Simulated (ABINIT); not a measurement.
# InAs (F-43m) in ABINIT: settings compared

One crystal, InAs, is run at these levels: PBEsol, PBE; tasks: single point.

Program: ABINIT 10.8.3 (patched build). These are calculated values, not measurements. Logs are shortened: lines on timing, memory, paths and dates and some standing lists are left out, and cuts for length are marked. The log counts tension as positive stress, the text compression.

**Experimental background.**

A printed reference work, data compilation reports, for a bulk crystal of InAs at 4.2 K: band gap 0.418 eV (direct).

How close the calculation comes is told below.

### 1 Starting point

The structure is cubic, space group F-43m (No. 216). The conventional cell has a = 6.036 Å, b = 6.036 Å, c = 6.036 Å, α = 90.00°, β = 90.00°, γ = 90.00°. In (site symmetry -43m) has 4 As at 2.61 Å as nearest neighbours. As (site symmetry -43m) is surrounded by 4 In at 2.61 Å.

### 2 Single point, PBEsol

The input, run.abi:

```
# Pseudopotentials
pp_dirpath "./"
pseudos "In.GGA_PBE-JTH.xml, As.GGA_PBE-JTH.xml"

# Structure
acell 3*1.0 Angstrom
rprim
     0.0000000000     3.0180000000     3.0180000000
     3.0180000000     0.0000000000     3.0180000000
     3.0180000000     3.0180000000     0.0000000000
ntypat 2
znucl 49 33
natom 2
typat 1 2
xred
     0.0000000000     0.0000000000     0.0000000000
     0.7500000000     0.7500000000     0.7500000000

# Plane-wave basis
ecut 12.0
pawecutdg 24.0

# k points
kptopt 1
ngkpt 6 6 6
nshiftk 1
shiftk 0.0 0.0 0.0

# Exchange and correlation
ixc -116133

# Bands and occupations
nband 18
occopt 3
tsmear 0.05 eV

# SCF cycle
nstep 100
tolvrs 1.0e-9

# Output
iomode 3
prtwf 0
prteig 0
prtebands 0
enunit 1
prtvol 2
prtden 1
prtvha 1
prtvclmb 1
prtpot 1
```

Potentials or basis: JTH PAW PBE v2.0.

Started as:

```console
abinit run.abi > log 2>&1
```

run.abo:

```text
.Version 10.8.3 of ABINIT
 Symmetries : space group F-4 3 m (#216); Bravais cF (face-center cubic)
================================================================================
 Values of the parameters that define the memory need of the present run
     intxc =       0    ionmov =       0      iscf =      17    lmnmax =      18
     lnmax =       6     mgfft =      27  mpssoang =       3    mqgrid =    3001
     natom =       2  nloc_mem =       2    nspden =       1   nspinor =       1
    nsppol =       1      nsym =      24    n1xccc =       1    ntypat =       2
    occopt =       3   xclevel =       2
       mpw =         751          nfft =       19683          nkpt =          16
 PAW method is used; the additional fine FFT grid is defined by:
   mgfftf=        36    nfftf =     46656
================================================================================
================================================================================

--------------------------------------------------------------------------------
------------- Echo of variables that govern the present computation ------------
--------------------------------------------------------------------------------
 -outvars: echo values of preprocessed input variables --------
            acell      1.8897261259E+00  1.8897261259E+00  1.8897261259E+00 Bohr
              amu      1.14820000E+02  7.49215900E+01
             ecut      1.20000000E+01 Hartree
           enunit           1
              ixc     -116133
         kptrlatt        6    0    0      0    6    0      0    0    6
          kptrlen      4.83932011E+01
            natom           2
            nband          18
            ngfft          27      27      27
          ngfftdg          36      36      36
             nkpt          16
            nstep         100
             nsym          24
           ntypat           2
           occopt           3
        pawecutdg      2.40000000E+01 Hartree
         pawxcdev           0
        prtebands           0
           prteig           0
           prtpot           1
         prtvclmb           1
           prtvha           1
           prtvol           2
            prtwf           0
            rprim      0.0000000000E+00  3.0180000000E+00  3.0180000000E+00
                       3.0180000000E+00  0.0000000000E+00  3.0180000000E+00
                       3.0180000000E+00  3.0180000000E+00  0.0000000000E+00
          spgroup         216
           tolvrs      1.00000000E-09
           tsmear      1.83746611E-03 Hartree
            typat      1  2
           useylm           1
           xangst      0.0000000000E+00  0.0000000000E+00  0.0000000000E+00
                       4.5270000000E+00  4.5270000000E+00  4.5270000000E+00
            xcart      0.0000000000E+00  0.0000000000E+00  0.0000000000E+00
                       8.5547901720E+00  8.5547901720E+00  8.5547901720E+00
             xred      0.0000000000E+00  0.0000000000E+00  0.0000000000E+00
[... 224 lines left out ...]
 -10.24335  -10.24335   -6.42829   -1.83844    2.99948    2.99948    4.88252    8.63613
   8.63613   10.72674
 kpt#   5, nband= 18, wtk=  0.02778, kpt=  0.1667  0.1667  0.0000 (reduced coord)
[... 32 lines left out ...]
 -30.95264  -30.95176  -30.95176  -30.94511  -30.94462  -10.56370  -10.29456  -10.29456
 -10.28461  -10.22567   -5.87792   -1.90131    1.63993    1.63993    5.43890    5.98927
  13.12164   13.25476
 kpt#  14, nband= 18, wtk=  0.11111, kpt=  0.5000  0.3333  0.1667 (reduced coord)
 -30.95232  -30.95195  -30.95182  -30.94494  -30.94476  -10.51671  -10.32808  -10.31628
 -10.26058  -10.23591   -6.38363   -1.14424    1.24177    2.23714    7.30485    7.40216
   8.84396   11.29036
 kpt#  15, nband= 18, wtk=  0.11111, kpt= -0.3333  0.3333  0.1667 (reduced coord)
 -30.95214  -30.95205  -30.95178  -30.94494  -30.94478  -10.52749  -10.32526  -10.30838
 -10.25632  -10.24110   -6.00088   -1.67513    0.84537    1.88045    7.33364    8.05620
   9.51756   11.11626
 kpt#  16, nband= 18, wtk=  0.05556, kpt= -0.3333  0.5000  0.1667 (reduced coord)
 -30.95246  -30.95188  -30.95173  -30.94507  -30.94469  -10.54784  -10.31263  -10.30017
 -10.26986  -10.23501   -5.83749   -1.79591    1.14212    1.19274    7.00559    7.39682
  10.39012   10.92454
 Total charge density [el/Bohr^3]
)     Maximum=    3.8790E+00  at reduced coord.    0.7500    0.7500    0.7500
)Next maximum=    3.7306E+00  at reduced coord.    0.0000    0.0000    0.0000
)     Minimum=    1.9539E-03  at reduced coord.    0.5000    0.5000    0.5000
)Next minimum=    1.9654E-03  at reduced coord.    0.2500    0.2500    0.2500
   Integrated=    2.8000E+01

--- !EnergyTerms
iteration_state     : {dtset: 1, }
comment             : Components of total free energy in Hartree
kinetic             :  1.79563948683110E+01
hartree             :  6.02968396913561E+01
xc                  : -9.63230190068507E+00
Ewald energy        : -9.28949151399889E+01
psp_core            :  3.70423402508413E+00
local_psp           : -1.60552165609767E+02
PAW spherical_terms :  9.23633760832978E+00
internal            : -1.71885576457360E+02
'-kT*entropy'       : -3.43908996098790E-05
total_energy        : -1.71885610848259E+02
total_energy_eV     : -4.67724574691836E+03
...

--- !EnergyTermsDC
iteration_state     : {dtset: 1, }
comment             : '"Double-counting" decomposition of free energy'
band_energy         : -1.54135883594307E+01
Ewald energy        : -9.28949151399889E+01
psp_core            :  3.70423402508413E+00
xc_dc               : -6.24295696676853E+01
PAW spherical_terms : -4.85174423787446E+00
internal            : -1.71885583379895E+02
'-kT*entropy'       : -3.43908996098790E-05
total_energy_dc     : -1.71885617770795E+02
total_energy_dc_eV  : -4.67724593529015E+03
...

--- !EnergyTermsWithPAWCore
iteration_state     : {dtset: 1, }
comment             : 'Components of total free energy, including PAW core contributions'
Total energy        : -8.13846689121391E+03
Total energy DC     : -8.13846689813645E+03
Total energy (eV)   : -2.21458966026950E+05
Total energy DC (eV): -2.21458966215322E+05
...

 Cartesian components of stress tensor (hartree/bohr^3)
  sigma(1 1)=  2.23135232E-04  sigma(3 2)=  0.00000000E+00
  sigma(2 2)=  2.23135232E-04  sigma(3 1)=  0.00000000E+00
  sigma(3 3)=  2.23135232E-04  sigma(2 1)=  0.00000000E+00

-Cartesian components of stress tensor (GPa)         [Pressure= -6.5649E+00 GPa]
- sigma(1 1)=  6.56486518E+00  sigma(3 2)=  0.00000000E+00
- sigma(2 2)=  6.56486518E+00  sigma(3 1)=  0.00000000E+00
- sigma(3 3)=  6.56486518E+00  sigma(2 1)=  0.00000000E+00

== END DATASET(S) ==============================================================
================================================================================

 -outvars: echo values of variables after computation  --------
            acell      1.8897261259E+00  1.8897261259E+00  1.8897261259E+00 Bohr
           etotal     -1.7188561777E+02
            fcart     -0.0000000000E+00 -0.0000000000E+00 -0.0000000000E+00
                      -0.0000000000E+00 -0.0000000000E+00 -0.0000000000E+00
            rprim      0.0000000000E+00  3.0180000000E+00  3.0180000000E+00
                       3.0180000000E+00  0.0000000000E+00  3.0180000000E+00
                       3.0180000000E+00  3.0180000000E+00  0.0000000000E+00
           strten      2.2313523210E-04  2.2313523210E-04  2.2313523210E-04
                       0.0000000000E+00  0.0000000000E+00  0.0000000000E+00
           xangst      0.0000000000E+00  0.0000000000E+00  0.0000000000E+00
                       4.5270000000E+00  4.5270000000E+00  4.5270000000E+00
             xred      0.0000000000E+00  0.0000000000E+00  0.0000000000E+00
                       7.5000000000E-01  7.5000000000E-01  7.5000000000E-01
 Calculation completed.
```

It took 11 s on 1 thread of Arm Neoverse V2, shared host; peak memory 0.1 GiB.

What came out:

```
Free energy                                           : -4677.2459 eV
Band gap on the k mesh                                : none (metal or under the smearing width)
Valence electrons inside the program's atomic spheres : In 11.25; As 12.69
```

Caveat: the cutoff is too short for stress, so the log's stress isn't used; the PAW data sets were made with another functional, which shifts forces and pressure a little; this crystal is a semiconductor, whose small gap the functional closes, so the metal is an error of the method.

### 3 Single point, PBE

The input, run.abi:

```
pp_dirpath "./"
pseudos "In.upf, As.upf"

acell 3*1.0
rprim
     0.0000000000     5.7031934441     5.7031934441
     5.7031934441     0.0000000000     5.7031934441
     5.7031934441     5.7031934441     0.0000000000
ntypat 2
znucl 49 33
natom 2
typat 1 2
xcart
     0.0000000000     0.0000000000     0.0000000000
     4.5270000000     4.5270000000     4.5270000000 Angstrom

ecut 1034.032677 eV

kptopt 1
ngkpt 6 6 6
nshiftk 1
shiftk 0.0 0.0 0.0

ixc 11

nband 18
occopt 3
tsmear 0.00183747

nstep 100
tolvrs 1.0e-10

iomode 3
prtwf 0
prtden 0
prteig 0
prtebands 0
prtvol 2
```

Potentials or basis: PseudoDojo NC SR PBE v0.5 standard.

Started as:

```console
abinit run.abi > log 2>&1
```

It took 53 s on 1 thread of Arm Neoverse V1, shared host; peak memory 0.1 GiB.

Results (log left out):

```yaml
Free_energy: -4694.8891 eV
Pressure: 3.8 GPa
Band_gap_on_the_k_mesh: none (metal or under the smearing width)
Valence_electrons_inside_the_program's_atomic_spheres: In 9.91; As 12.37
```

Levels at points of the mesh, in eV from the Fermi level:
```tsv
k point	band 12	band 13	band 14	band 15	band 16	band 17
(0.00, 0.00, 0.00)	-0.21	-0.04	-0.04	-0.04	3.88	3.88
(0.50, 0.00, 0.00)	-5.83	-1.03	-1.03	0.93	4.65	4.65
(0.50, 0.50, 0.00)	-5.90	-2.37	-2.37	1.50	2.03	9.24
```

Caveat: this crystal is a semiconductor, whose small gap the functional closes, so the metal is an error of the method.

### 4 Single point, PBE

The input, run.abi:

```
pp_dirpath "./"
pseudos "In.upf, As.upf"

acell 8.0655335175 8.0655335175 8.0655335175
rprim
     0.0000000000     0.7071067812     0.7071067812
     0.7071067812     0.0000000000     0.7071067812
     0.7071067812     0.7071067812     0.0000000000
ntypat 2
znucl 49 33
natom 2
typat 1 2
xred
     0.0000000000     0.0000000000     0.0000000000
     0.7500000000     0.7500000000     0.7500000000

ecut 1088.455450 eV

kptopt 1
ngkpt 6 6 6
nshiftk 1
shiftk 0.0 0.0 0.0

ixc 11

nband 18
occopt 3
tsmear 0.05 eV

nstep 100
tolvrs 1.0e-10

iomode 3
prtwf 0
prtden 0
prteig 0
prtebands 0
enunit 2
```

Potentials or basis: PseudoDojo NC SR PBE v0.4.1 standard.

Started as:

```console
abinit run.abi > log 2>&1
```

run.abo:

```text
.Version 10.8.3 of ABINIT
 Symmetries : space group F-4 3 m (#216); Bravais cF (face-center cubic)
================================================================================
 Values of the parameters that define the memory need of the present run
     intxc =       0    ionmov =       0      iscf =       7    lmnmax =       6
     lnmax =       6     mgfft =      48  mpssoang =       3    mqgrid =    3001
     natom =       2  nloc_mem =       1    nspden =       1   nspinor =       1
    nsppol =       1      nsym =      24    n1xccc =    2501    ntypat =       2
    occopt =       3   xclevel =       2
       mpw =        4512          nfft =      110592          nkpt =          16
================================================================================
================================================================================

--------------------------------------------------------------------------------
------------- Echo of variables that govern the present computation ------------
--------------------------------------------------------------------------------
 -outvars: echo values of preprocessed input variables --------
            acell      8.0655335175E+00  8.0655335175E+00  8.0655335175E+00 Bohr
              amu      1.14820000E+02  7.49215900E+01
             ecut      4.00000000E+01 Hartree
           enunit           2
              ixc          11
         kptrlatt        6    0    0      0    6    0      0    0    6
          kptrlen      4.83932011E+01
            natom           2
            nband          18
            ngfft          48      48      48
[... 180 lines left out ...]
kinetic             :  1.18075683981677E+02
hartree             :  5.22967629709666E+01
xc                  : -4.38304267722861E+01
Ewald energy        : -9.28949152013881E+01
psp_core            :  4.09316211332619E+00
local_psp           : -1.43192073267322E+02
non_local_psp       : -6.70824759918533E+01
internal            : -1.72534282166879E+02
'-kT*entropy'       : -3.54721499720752E-05
total_energy        : -1.72534317639029E+02
total_energy_eV     : -4.69489795796240E+03
band_energy         : -1.52637133056425E+01
...

 Cartesian components of stress tensor (hartree/bohr^3)
  sigma(1 1)= -1.47219176E-04  sigma(3 2)=  0.00000000E+00
  sigma(2 2)= -1.47219176E-04  sigma(3 1)=  0.00000000E+00
  sigma(3 3)= -1.47219176E-04  sigma(2 1)=  0.00000000E+00

-Cartesian components of stress tensor (GPa)         [Pressure=  4.3313E+00 GPa]
- sigma(1 1)= -4.33133768E+00  sigma(3 2)=  0.00000000E+00
- sigma(2 2)= -4.33133768E+00  sigma(3 1)=  0.00000000E+00
- sigma(3 3)= -4.33133768E+00  sigma(2 1)=  0.00000000E+00

== END DATASET(S) ==============================================================
================================================================================

 -outvars: echo values of variables after computation  --------
            acell      8.0655335175E+00  8.0655335175E+00  8.0655335175E+00 Bohr
           etotal     -1.7253431764E+02
            fcart     -5.0163747339E-29 -4.4262130005E-29  1.4458962468E-28
                       5.0163747339E-29  4.4262130005E-29 -1.4458962468E-28
            rprim      0.0000000000E+00  7.0710678120E-01  7.0710678120E-01
                       7.0710678120E-01  0.0000000000E+00  7.0710678120E-01
                       7.0710678120E-01  7.0710678120E-01  0.0000000000E+00
           strten     -1.4721917560E-04 -1.4721917560E-04 -1.4721917560E-04
                       0.0000000000E+00  0.0000000000E+00  0.0000000000E+00
           xangst      0.0000000000E+00  0.0000000000E+00  0.0000000000E+00
                       4.5269999970E+00  4.5269999970E+00  4.5269999970E+00
             xred      0.0000000000E+00  0.0000000000E+00  0.0000000000E+00
                       7.5000000000E-01  7.5000000000E-01  7.5000000000E-01
 Calculation completed.
```

It took 59 s on 1 thread of Intel Xeon Platinum 8375C at 2.90GHz (Ice Lake), shared host; peak memory 0.1 GiB.

What came out:

| Item | Value |
| --- | --- |
| Free energy | -4694.8980 eV |
| Pressure | 4.3 GPa |
| Band gap on the k mesh | none (metal or under the smearing width) |
| Valence electrons inside the program's atomic spheres | In 9.91; As 12.37 |

Levels at points of the mesh, in eV from the Fermi level:
| k point | band 10 | band 11 | band 12 | band 13 | band 14 | band 15 | band 16 | band 17 | band 18 |
| --- | --- | --- | --- | --- | --- | --- | --- | --- | --- |
| (0.00, 0.00, 0.00) | -14.37 | -11.94 | -0.21 | -0.04 | -0.04 | -0.04 | 3.88 | 3.88 | 3.88 |
| (0.50, 0.00, 0.00) | -14.36 | -10.46 | -5.83 | -1.03 | -1.03 | 0.93 | 4.65 | 4.65 | 6.85 |
| (0.50, 0.50, 0.00) | -14.34 | -9.91 | -5.90 | -2.38 | -2.38 | 1.50 | 2.03 | 9.21 | 9.28 |

Caveat: this crystal is a semiconductor, whose small gap the functional closes, so the metal is an error of the method.

### 5 Summary

```tsv
level	potentials or basis	cutoff (eV)	fine-grid cutoff	gap on the mesh (eV)	pressure (GPa)
PBEsol	JTH PAW PBE v2.0	327	653.073 eV	none	-
PBE	PseudoDojo NC SR PBE v0.5 standard	1034	-	none	3.8
PBE	PseudoDojo NC SR PBE v0.4.1 standard	1088	-	none	4.3
```

Alike in all rows: task single point; no spin polarisation; cell as given; k mesh 6 × 6 × 6; smearing fermi-dirac 0.05 eV.

Caveats: this crystal is a semiconductor, whose small gap the functional closes, so the metal is an error of the method; the PAW data sets were made with another functional, which shifts forces and pressure a little (some runs).

Absolute energies hang on the potentials; compare differences alone.

### 6 Against experiment

Step 2. Measured gap of InAs: 0.418 eV (direct; 4.2 K; a printed reference work, data compilation). This calculation gives 0.00 eV (-0.42 eV). Spin-orbit coupling on As, In is left out. The value is that of PBEsol on a finite k mesh, which can miss the band edges, without temperature or zero-point motion. Semilocal functionals fall short of measured gaps as a rule.

Step 3. A measured gap of InAs is 0.418 eV (direct; 4.2 K; a printed reference work, data compilation); the calculated 0.00 eV misses it by -0.42 eV. Spin-orbit coupling on As, In is left out. The value is that of PBE on a finite k mesh, which can miss the band edges, without temperature or zero-point motion. Semilocal functionals fall short of measured gaps as a rule.

Step 4. Measured gap of InAs: 0.418 eV (direct; 4.2 K; a printed reference work, data compilation). This calculation gives 0.00 eV (-0.42 eV). Spin-orbit coupling on As, In is left out. The value is that of PBE on a finite k mesh, which can miss the band edges, without temperature or zero-point motion. Semilocal functionals fall short of measured gaps as a rule.
